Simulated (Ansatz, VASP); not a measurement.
**Two plane-wave programs on Mo**

```
Mo
1.0
     0.00000    1.99693    1.84855
     1.99693    0.00000    1.84855
     1.99693    1.99693    0.00000
Mo
1
Direct
  0.00000 0.00000 0.00000
```

Alike in both runs: task single point; functional PBE; k mesh 22 × 22 × 22; occupations gaussian, width 0.15 eV; no spin polarisation.

```csv
,VASP,Ansatz
version,VASP 6.6.1,Ansatz 0.2.0
potentials or method,"VASP PAW PBE potentials, release 64 (Mo_sv)","scalar-relativistic, plane waves, PAW"
plane-wave cutoff (eV),520,420
valence electrons in the cell,14,14
```

|  | VASP | Ansatz | Ansatz less VASP |
| --- | --- | --- | --- |
| gap on the k mesh at the Fermi level (eV) | none | none | - |
| pressure (GPa) | 24.6 | 23.9 | -0.67 |
| largest component of the traceless stress (GPa) | 11.02 | 11.03 | +0.011 |

A gap of «none» marks a metal or a gap that the smearing closes. With one functional, cell and mesh, what is left measures potentials, basis and numerics.

Caveats: so large a pressure means that the cell lies far from this level's equilibrium, or that cutoff or potentials fall short (VASP).
